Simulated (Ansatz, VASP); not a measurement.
## One calculation of W, two programs

File INCAR:

```
  PREC = Accurate
  ENCUT = 520
  EDIFF = 1E-7
  ISMEAR = -1
  SIGMA = 0.1
  LREAL = F
  LASPH = T
  NELM = 80
  ALGO = Normal
  ISIF = 2
  LWAVE = F
  LCHARG = F
  GGA = PS
  NBANDS = 13
```

The input KPOINTS:

```
regular mesh
0
Gamma
  16 16 16
```

POSCAR

```
W
1.0
    2.1380264270      0.0000000000      0.0000000000
    0.0000000000      2.1380264270      0.0000000000
    0.0000000000      0.0000000000      2.1380264270
W
1
Direct
    0.0000000000      0.0000000000      0.0000000000
```

Input for Ansatz:

```yaml
crystal:
  lattice:
    - [2.138026427, 0.0, 0.0]
    - [0.0, 2.138026427, 0.0]
    - [0.0, 0.0, 2.138026427]
  atoms:
    - { symbol: W, position: [0.0, 0.0, 0.0] }
kpoints:
  mp_grid: { grid: [16, 16, 16] }
scf:
  occupations: { method: fermi_dirac, width: 0.1 }
hamiltonian:
  xc: pbesol
  pseudopotentials: { kind: all_electron, lapw: { basis_error: 0.001 } }
output:
  forces: true
  stress: true
  eigenvalues: true
  populations: true
```

Change from the starting cell: volume scaled by 0.55, LAPW.

Alike in both runs: task single point; functional PBEsol; k mesh 16 × 16 × 16; occupations fermi-dirac, width 0.1 eV; no spin polarisation.

|  | VASP | Ansatz |
| --- | --- | --- |
| version | VASP 6.6.1 | Ansatz 0.2.0 |
| potentials or method | VASP PAW PBE potentials, release 64 (W_sv) | all-electron LAPW, scalar-relativistic |
| plane-wave cutoff (eV) | 520 | see its input |

VASP gave:

- pressure (GPa): 489.4

Task: Estimate Ansatz's values.

Result: Pressure (GPa): 460.3.

Ansatz ran all-electron here, so the differences hold the error of VASP's frozen core and of both bases.

Caveats: the cell as given lies far from equilibrium; so large a pressure means that the cell lies far from this level's equilibrium, or that cutoff or potentials fall short (VASP); the potentials were made for another functional, which shifts forces and pressure (VASP). Spin-orbit coupling is left out, which matters for the levels of W.
